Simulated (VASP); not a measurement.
# NaH, band structure: which settings are enough?

NaH, Fm-3m (no. 225), 2 atoms in the cell. TB-mBJ; PAW potentials Na_pv, H (PBE set). VASP 6.6.1.

Wanted: band energies at the path's corners within 0.02 eV; gap on the path within 0.01 eV.

What the run is for: bands; Accuracy asked: standard; Route: KPOINTS_OPT.

Band energies at the path's corners: counted from the valence top.

POSCAR:
```
NaH
1.0
    0.0000000000      2.4400000000      2.4400000000
    2.4400000000      0.0000000000      2.4400000000
    2.4400000000      2.4400000000      0.0000000000
Na H
1 1
Direct
    0.0000000000      0.0000000000      0.0000000000
    0.5000000000      0.5000000000      0.5000000000
```

The series start from Plane-wave cutoff (eV): 300; k-point mesh: 6 × 6 × 6; k points a path segment: 12; Electronic threshold (eV): 1e-6; Bands in all (NBANDS): 16; Aspherical gradient terms in the spheres (LASPH): yes. Each series keeps the choices made before it, and each single choice may use up half of a tolerance. Times cover all steps of a run.

## Plane-wave cutoff (eV)

| Plane-wave cutoff (eV) | Band energies at the path's corners, largest deviation (eV) | Gap on the path (eV) | Time (s) |
|---|---|---|---|
| 210 | 0.570 | 7.014 | 11 |
| 260 | 0.222 | 6.705 | 14 |
| 300 | 0.168 | 6.660 | 17 |
| 340 | 0.030 | 6.545 | 19 |
| 420 | 0.021 | 6.543 | 20 |
| 520 (reference) | 0.000 | 6.524 | 34 |

## k-point mesh

| k-point mesh | Band energies at the path's corners, largest deviation (eV) | Gap on the path (eV) | Time (s) |
|---|---|---|---|
| 3 × 3 × 3 | 0.036 | 6.491 | 28 |
| 4 × 4 × 4 | 0.002 | 6.525 | 28 |
| 5 × 5 × 5 | 0.000 | 6.524 | 31 |
| 6 × 6 × 6 | 0.000 | 6.524 | 34 |
| 8 × 8 × 8 | 0.000 | 6.524 | 46 |
| 10 × 10 × 10 | 0.000 | 6.524 | 71 |
| 12 × 12 × 12 (reference) | 0.000 | 6.524 | 89 |

## k points a path segment

| k points a path segment | Band energies at the path's corners, largest deviation (eV) | Gap on the path (eV) | Time (s) |
|---|---|---|---|
| 5 | 0.000 | 6.525 | 26 |
| 8 | 0.000 | 6.525 | 29 |
| 12 | 0.000 | 6.525 | 28 |
| 20 | 0.000 | 6.525 | 42 |
| 32 (reference) | 0.000 | 6.525 | 51 |

## Electronic threshold (eV)

| Electronic threshold (eV) | Band energies at the path's corners, largest deviation (eV) | Gap on the path (eV) | Time (s) |
|---|---|---|---|
| 0.001 | 0.031 | 6.516 | 15 |
| 0.0001 | 0.000 | 6.526 | 20 |
| 1e-5 | 0.000 | 6.525 | 20 |
| 1e-6 | 0.000 | 6.525 | 26 |
| 1e-7 (reference) | 0.000 | 6.525 | 23 |

## Bands in all (NBANDS)

| Bands in all (NBANDS) | Band energies at the path's corners, largest deviation (eV) | Gap on the path (eV) | Time (s) |
|---|---|---|---|
| 6 | 0.002 | 6.525 | 9.4 |
| 7 | 0.000 | 6.525 | 11 |
| 8 | 0.000 | 6.525 | 11 |
| 10 | 0.000 | 6.525 | 12 |
| 16 | 0.000 | 6.526 | 20 |
| 26 (reference) | 0.000 | 6.526 | 23 |

## Aspherical gradient terms in the spheres (LASPH)

| Aspherical gradient terms in the spheres (LASPH) | Band energies at the path's corners, largest deviation (eV) | Gap on the path (eV) | Time (s) |
|---|---|---|---|
| yes | 0.000 | 6.525 | 9.4 |
| no | 0.000 | 6.525 | 6.7 |

## Question

The rows run from the loosest to the tightest (no order: aspherical gradient terms in the spheres). For each series: choose the loosest value from which every tighter one stays within half of the tolerance; where there is no order, keep the first row unless others stay within half of the tolerance and take at least 30 % less time, and then take the fastest.

## Answer

- Plane-wave cutoff (eV): 520, the tightest run, since the next looser one is off by more than half of the tolerance (convergence isn't shown beyond it)
- k-point mesh: 4 × 4 × 4
- k points a path segment: 5
- Electronic threshold (eV): 0.0001
- Bands in all (NBANDS): 6
- Aspherical gradient terms in the spheres (LASPH): yes

## All choices together

| Input | Band energies at the path's corners, largest deviation (eV) | Gap on the path (eV) | Time (s) |
|---|---|---|---|
| the program's defaults (naive) | 0.369 | 6.737 | 4.7 |
| chosen settings | 0.003 | 6.525 | 9.4 |
| reference settings throughout | 0.000 | 6.524 | 168 |

The chosen settings stay within the tolerance of the reference run, but the reference itself isn't shown to be converged in: Plane-wave cutoff (eV).

## The input

INCAR.step1:
```
  ISMEAR = 0
  SIGMA = 0.03
  LWAVE = True
  LCHARG = False
  NBANDS = 6
  PREC = Accurate
  LASPH = True
  LREAL = False
  ALGO = Normal
  EDIFF = 1E-4
  NELM = 120
  GGA_COMPAT = False
  ENCUT = 520
  EFERMI = MIDGAP
  GGA = PE
```

INCAR.step2, as INCAR.step1 but for:
```
- LWAVE = True
- GGA = PE
+ METAGGA = MBJ
+ LWAVE = False
+ LMIXTAU = True
+ ISTART = 1
```

KPOINTS:
```
Automatic mesh
0
Gamma
  4 4 4
  0 0 0
```

KPOINTS_OPT:
```
path GXWKGLUWLK,UX
5
line-mode
reciprocal
 0.0000000000  0.0000000000  0.0000000000  G
 0.5000000000  0.0000000000  0.5000000000  X

 0.5000000000  0.0000000000  0.5000000000  X
 0.5000000000  0.2500000000  0.7500000000  W

 0.5000000000  0.2500000000  0.7500000000  W
 0.3750000000  0.3750000000  0.7500000000  K

 0.3750000000  0.3750000000  0.7500000000  K
 0.0000000000  0.0000000000  0.0000000000  G

 0.0000000000  0.0000000000  0.0000000000  G
 0.5000000000  0.5000000000  0.5000000000  L

 0.5000000000  0.5000000000  0.5000000000  L
 0.6250000000  0.2500000000  0.6250000000  U

 0.6250000000  0.2500000000  0.6250000000  U
 0.5000000000  0.2500000000  0.7500000000  W

 0.5000000000  0.2500000000  0.7500000000  W
 0.5000000000  0.5000000000  0.5000000000  L

 0.5000000000  0.5000000000  0.5000000000  L
 0.3750000000  0.3750000000  0.7500000000  K

 0.6250000000  0.2500000000  0.6250000000  U
 0.5000000000  0.0000000000  0.5000000000  X
```

Commands (each step's output is kept before the next begins):
```
cat potpaw_PBE.64/Na_pv/POTCAR potpaw_PBE.64/H/POTCAR > POTCAR
cp INCAR.step1 INCAR
mpirun -np 1 vasp_std > vasp.out
cp INCAR.step2 INCAR
mpirun -np 1 vasp_std > vasp.out
```

The chosen input took VASP 6.6.1 9.4 s on 1 core (Intel Xeon 6975P-C (Granite Rapids)), a shared host.

## An input that fails: tetrahedra on too few k points

VASP's message: IBZKPT: tetrahedron method fails for NKPT<4. NKPT = 1.

k mesh: 6 × 6 × 6 becomes 1 × 1 × 1.

Changes against the starting input:
```
- ISMEAR = 0
- NELM = 120
+ ISMEAR = -5
+ NELM = 76
```
